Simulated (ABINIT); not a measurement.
# Hf (Im-3m) in ABINIT: convergence with pawecutdg

Aim: find how far pawecutdg must go before the results for Hf settle, at PBE. This setting moves, with any that are tied to it; all else stays.

All numbers are computed with ABINIT 10.8.3 (patched build); they aren't measurements. Logs are shortened: lines on timing, memory, paths and dates and some standing lists are left out, and cuts for length are marked. The log counts tension as positive stress, the text compression.

## (1) The crystal as given

Symmetry: Im-3m, No. 229, cubic system. The conventional cell has a = 3.610 Å, b = 3.610 Å, c = 3.610 Å, α = 90.00°, β = 90.00°, γ = 90.00°. Around Hf (site symmetry m-3m) lie 8 Hf at 3.13 Å.

This isn't the form of Hf at room conditions, which is hcp.

## (2) With pawecutdg 19 Ha

run.abi reads:

```
# Pseudopotentials
pp_dirpath "./"
pseudos "Hf.GGA_PBE-JTH.xml"

# Structure
acell 5.9079484967 5.9079484967 5.9079484967
rprim
    -0.5773502692     0.5773502692     0.5773502692
     0.5773502692    -0.5773502692     0.5773502692
     0.5773502692     0.5773502692    -0.5773502692
ntypat 1
znucl 72
natom 1
typat 1
xred
     0.0000000000     0.0000000000     0.0000000000

# Plane-wave basis
ecut 19.0
pawecutdg 19.0
pawxcdev 0

# k points
kptopt 1
ngkpt 10 10 10
nshiftk 1
shiftk 0.0 0.0 0.0

# Exchange and correlation
ixc 11

# Bands and occupations
nband 10
occopt 6
tsmear 0.05 eV

# SCF cycle
nstep 100
tolvrs 1.0e-9

# Output
iomode 3
prtwf 0
prtden 0
prteig 0
prtebands 0
```

Potentials or basis: JTH PAW PBE v2.0.

Command:

```
> abinit run.abi > log 2>&1
```

Wall time 7.4 s (1 thread of Arm Neoverse V1, shared host); peak memory 0.08 GiB.

Results (log left out):

```
Free energy                                           : -1361.3348 eV
Pressure                                              : -4.8 GPa
Band gap on the k mesh                                : none (metal or under the smearing width)
Valence electrons inside the program's atomic spheres : Hf 9.40 (radii [1.2759] Å)
```

## (3) With pawecutdg 22.8

Changes to run.abi since step 2:

```diff
@@ -19,3 +19,3 @@
 ecut 19.0
-pawecutdg 19.0
+pawecutdg 22.8
 pawxcdev 0
```

Potentials or basis: JTH PAW PBE v2.0.

Command:

```
> abinit run.abi > log 2>&1
```

It took 8.1 s on 1 thread of Arm Neoverse V1, shared host; peak memory 0.08 GiB.

It converged, with:

```
Free energy                                           : -1361.3283 eV
Pressure                                              : -5.2 GPa
Band gap on the k mesh                                : none (metal or under the smearing width)
Valence electrons inside the program's atomic spheres : Hf 9.46 (radii [1.2759] Å)
```

## (4) With pawecutdg 28.5

Changes to run.abi since step 3:

```diff
@@ -19,3 +19,3 @@
 ecut 19.0
-pawecutdg 22.8
+pawecutdg 28.5
 pawxcdev 0
```

Command:

```
> abinit run.abi > log 2>&1
```

Run time: 8.2 s. Hardware: 1 thread of Arm Neoverse V1, shared host; peak memory 0.09 GiB.

It converged, with:

```yaml
Free_energy: -1361.3295 eV
Pressure: -5.0 GPa
Band_gap_on_the_k_mesh: none (metal or under the smearing width)
Valence_electrons_inside_the_program's_atomic_spheres: Hf 9.41 (radii [1.2759] Å)
```

## (5) With pawecutdg 34.2

Changes to run.abi since step 4:

```diff
@@ -19,3 +19,3 @@
 ecut 19.0
-pawecutdg 28.5
+pawecutdg 34.2
 pawxcdev 0
```

Command:

```
> abinit run.abi > log 2>&1
```

It took 8.2 s on 1 thread of Arm Neoverse V1, shared host; peak memory 0.09 GiB.

Results (log left out):

```yaml
Free_energy: -1361.3295 eV
Pressure: -5.2 GPa
Band_gap_on_the_k_mesh: none (metal or under the smearing width)
Valence_electrons_inside_the_program's_atomic_spheres: Hf 9.42 (radii [1.2759] Å)
```

## (6) With pawecutdg 41.8

Changes to run.abi since step 5:

```diff
@@ -19,3 +19,3 @@
 ecut 19.0
-pawecutdg 34.2
+pawecutdg 41.8
 pawxcdev 0
```

Potentials or basis: JTH PAW PBE v2.0.

Command:

```
> abinit run.abi > log 2>&1
```

It took 8.8 s on 1 thread of Arm Neoverse V1, shared host; peak memory 0.09 GiB.

Results (log left out):

```yaml
Free_energy: -1361.3287 eV
Pressure: -5.1 GPa
Band_gap_on_the_k_mesh: none (metal or under the smearing width)
Valence_electrons_inside_the_program's_atomic_spheres: Hf 9.42 (radii [1.2759] Å)
```

## (7) With pawecutdg 51.3

Changes to run.abi since step 6:

```diff
@@ -19,3 +19,3 @@
 ecut 19.0
-pawecutdg 41.8
+pawecutdg 51.3
 pawxcdev 0
```

Command:

```
> abinit run.abi > log 2>&1
```

Run time: 8.9 s. Hardware: 1 thread of Arm Neoverse V1, shared host; peak memory 0.1 GiB.

It converged, with:

```
Free energy                                           : -1361.3290 eV
Pressure                                              : -5.1 GPa
Band gap on the k mesh                                : none (metal or under the smearing width)
Valence electrons inside the program's atomic spheres : Hf 9.42 (radii [1.2759] Å)
```

## (8) With pawecutdg 62.7

Changes to run.abi since step 7:

```diff
@@ -19,3 +19,3 @@
 ecut 19.0
-pawecutdg 51.3
+pawecutdg 62.7
 pawxcdev 0
```

Potentials or basis: JTH PAW PBE v2.0.

Command:

```
> abinit run.abi > log 2>&1
```

run.abo:

```text
.Version 10.8.3 of ABINIT
 Symmetries : space group Im -3 m (#229); Bravais cI (body-center cubic)
================================================================================
 Values of the parameters that define the memory need of the present run
     intxc =       0    ionmov =       0      iscf =      17    lmnmax =      18
     lnmax =       6     mgfft =      24  mpssoang =       3    mqgrid =    3001
     natom =       1  nloc_mem =       2    nspden =       1   nspinor =       1
    nsppol =       1      nsym =      48    n1xccc =       1    ntypat =       1
    occopt =       6   xclevel =       2
       mpw =         642          nfft =       13824          nkpt =          47
 PAW method is used; the additional fine FFT grid is defined by:
   mgfftf=        45    nfftf =     91125
================================================================================
================================================================================

--------------------------------------------------------------------------------
------------- Echo of variables that govern the present computation ------------
--------------------------------------------------------------------------------
 -outvars: echo values of preprocessed input variables --------
            acell      5.9079484967E+00  5.9079484967E+00  5.9079484967E+00 Bohr
              amu      1.78490000E+02
             ecut      1.90000000E+01 Hartree
              ixc          11
         kptrlatt       10    0    0      0   10    0      0    0   10
          kptrlen      5.90794850E+01
            natom           1
            nband          10
            ngfft          24      24      24
          ngfftdg          45      45      45
             nkpt          47
            nstep         100
             nsym          48
           ntypat           1
           occopt           6
        pawecutdg      6.27000000E+01 Hartree
         pawxcdev           0
           prtden           0
        prtebands           0
           prteig           0
[... 145 lines left out ...]
   2.00000    2.00000    2.00000    2.00000    2.00000    0.00000    0.00000    0.00000
   0.00000    0.00000
 prteigrs : prtvol=0 or 1, do not print more k-points.

--- !EnergyTerms
iteration_state     : {dtset: 1, }
comment             : Components of total free energy in Hartree
kinetic             :  5.30449536984332E+00
hartree             :  6.50916001527880E+00
xc                  : -8.99548950476039E+00
Ewald energy        : -3.84092956443743E+01
psp_core            :  7.01738353163218E+00
local_psp           : -1.48442676504873E+00
PAW spherical_terms : -1.99697368114733E+01
internal            : -5.00279098089024E+01
'-kT*entropy'       : -9.26597886355581E-07
total_energy        : -5.00279107355003E+01
total_energy_eV     : -1.36132880210316E+03
...

--- !EnergyTermsDC
iteration_state     : {dtset: 1, }
comment             : '"Double-counting" decomposition of free energy'
band_energy         : -1.23458099183628E+01
Ewald energy        : -3.84092956443743E+01
psp_core            :  7.01738353163218E+00
xc_dc               : -1.16275677888433E+01
PAW spherical_terms :  5.33737762270681E+00
internal            : -5.00279121972415E+01
'-kT*entropy'       : -9.26597886355581E-07
total_energy_dc     : -5.00279131238394E+01
total_energy_dc_eV  : -1.36132886709318E+03
...

--- !EnergyTermsWithPAWCore
iteration_state     : {dtset: 1, }
comment             : 'Components of total free energy, including PAW core contributions'
Total energy        : -1.50784785809950E+04
Total energy DC     : -1.50784785833833E+04
Total energy (eV)   : -4.10306304669206E+05
Total energy DC (eV): -4.10306304734196E+05
...

 Cartesian components of stress tensor (hartree/bohr^3)
  sigma(1 1)=  1.73869994E-04  sigma(3 2)=  0.00000000E+00
  sigma(2 2)=  1.73869994E-04  sigma(3 1)=  0.00000000E+00
  sigma(3 3)=  1.73869994E-04  sigma(2 1)=  0.00000000E+00

-Cartesian components of stress tensor (GPa)         [Pressure= -5.1154E+00 GPa]
- sigma(1 1)=  5.11543182E+00  sigma(3 2)=  0.00000000E+00
- sigma(2 2)=  5.11543182E+00  sigma(3 1)=  0.00000000E+00
- sigma(3 3)=  5.11543182E+00  sigma(2 1)=  0.00000000E+00

== END DATASET(S) ==============================================================
================================================================================

 -outvars: echo values of variables after computation  --------
            acell      5.9079484967E+00  5.9079484967E+00  5.9079484967E+00 Bohr
           etotal     -5.0027913124E+01
            fcart     -0.0000000000E+00 -0.0000000000E+00 -0.0000000000E+00
            rprim     -5.7735026920E-01  5.7735026920E-01  5.7735026920E-01
                       5.7735026920E-01 -5.7735026920E-01  5.7735026920E-01
                       5.7735026920E-01  5.7735026920E-01 -5.7735026920E-01
           strten      1.7386999358E-04  1.7386999358E-04  1.7386999358E-04
                       0.0000000000E+00  0.0000000000E+00  0.0000000000E+00
 Calculation completed.
```

It took 9 s on 1 thread of Arm Neoverse V1, shared host; peak memory 0.11 GiB.

Results:

```
Free energy                                           : -1361.3289 eV
Pressure                                              : -5.1 GPa
Band gap on the k mesh                                : none (metal or under the smearing width)
Valence electrons inside the program's atomic spheres : Hf 9.44 (radii [1.2759] Å)
```

## (9) Result

```
pawecutdg  energy less the tightest run (meV/atom)  pressure (GPa)  SCF cycles  CPU time (s)  peak memory (GiB)
    19 Ha                                    -5.98           -4.80           8           7.4               0.08
     22.8                                     0.56           -5.22           9           8.1               0.08
     28.5                                    -0.67           -5.02           9           8.2               0.09
     34.2                                    -0.68           -5.20           9           8.2               0.09
     41.8                                     0.17           -5.11          10           8.8               0.09
     51.3                                    -0.14           -5.11          10           8.9                0.1
     62.7                                     0.00           -5.12          10             9               0.11
```

Against the tightest run, the energy stays within 1 meV/atom from 22.8 on; the pressure stays within 0.1 GPa from 28.5 on. The tightest run that finished is the yardstick and may itself not be fully converged.
